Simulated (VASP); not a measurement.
Set up this calculation in VASP 6.6.1, as the native input.

* Task: single point
* Functional: HSE06
* Potentials or basis: VASP PAW PBE potentials, release 64 (Hg, Se)
* Cutoff: 520 eV
* k mesh: 4 × 4 × 4
* Occupations: fermi-dirac, width 0.02 eV
* Spin: no spin polarisation
* Dipole correction: no
* Exchange at q = 0: truncated
* Grid for exact exchange (PRECFOCK): Normal
* Screening parameter: 0.2079 1/A
* Further INCAR settings: ALGO = Normal; EDIFF = 1e-07; NBANDS = 16

Crystal: HgSe.

```
Hg Se
1.0
     0.00000    3.09267    3.09267
     3.09267    0.00000    3.09267
     3.09267    3.09267    0.00000
Hg Se
1 1
Cartesian
  0.0000 0.0000 0.0000
  1.5463 1.5463 1.5463
```

The cell was built by a generator and needn't be a form met in nature.

These files were run (other wordings do the same):

POSCAR

```
HgSe
1.0
    0.0000000000      3.0926650940      3.0926650940
    3.0926650940      0.0000000000      3.0926650940
    3.0926650940      3.0926650940      0.0000000000
Hg Se
1 1
Direct
    0.0000000000      0.0000000000      0.0000000000
    0.2500000000      0.2500000000      0.2500000000
```

INCAR.step1

```
SYSTEM = HgSe
ALGO = Normal
EDIFF = 1E-5
ENCUT = 520
GGA = PE
ISIF = 2
ISMEAR = -1
LASPH = .TRUE.
LCHARG = .FALSE.
LREAL = .FALSE.
LWAVE = .TRUE.
NBANDS = 16
NELM = 100
PREC = Accurate
SIGMA = 0.02
```

INCAR.step2

```
SYSTEM = HgSe
ALGO = Normal
EDIFF = 1E-7
ENCUT = 520
GGA = PE
HFSCREEN = 0.2079
ISIF = 2
ISMEAR = -1
ISTART = 1
LASPH = .TRUE.
LCHARG = .FALSE.
LHFCALC = .TRUE.
LREAL = .FALSE.
LWAVE = .FALSE.
NBANDS = 16
NELM = 100
PREC = Accurate
PRECFOCK = Normal
SIGMA = 0.02
```

KPOINTS

```
k-points
0
G
  4 4 4
  0 0 0
```

Potentials or basis: VASP PAW PBE potentials, release 64 (Hg, Se).

The run is started by

```bash
$ cat potpaw_PBE.64/Hg/POTCAR potpaw_PBE.64/Se/POTCAR > POTCAR
$ cp INCAR.step1 INCAR
$ mpirun -np 1 vasp_std > vasp.out
$ cp INCAR.step2 INCAR
$ mpirun -np 1 vasp_std > vasp.out
```

It gave:

```yaml
Pressure: 0.3 GPa
Band_gap_on_the_k_mesh: none (metal or under the smearing width)
```

Caveat: the k mesh is coarse (spacing up to 0.44 Å⁻¹), so the values aren't converged, least of all with exact exchange; the PAW data sets were made with another functional, which shifts forces and pressure a little.

Wall time 5.6 min on 1 thread of Intel(R) Xeon(R) 6975P-C (Granite Rapids) (shared host), peak memory 0.32 GiB.
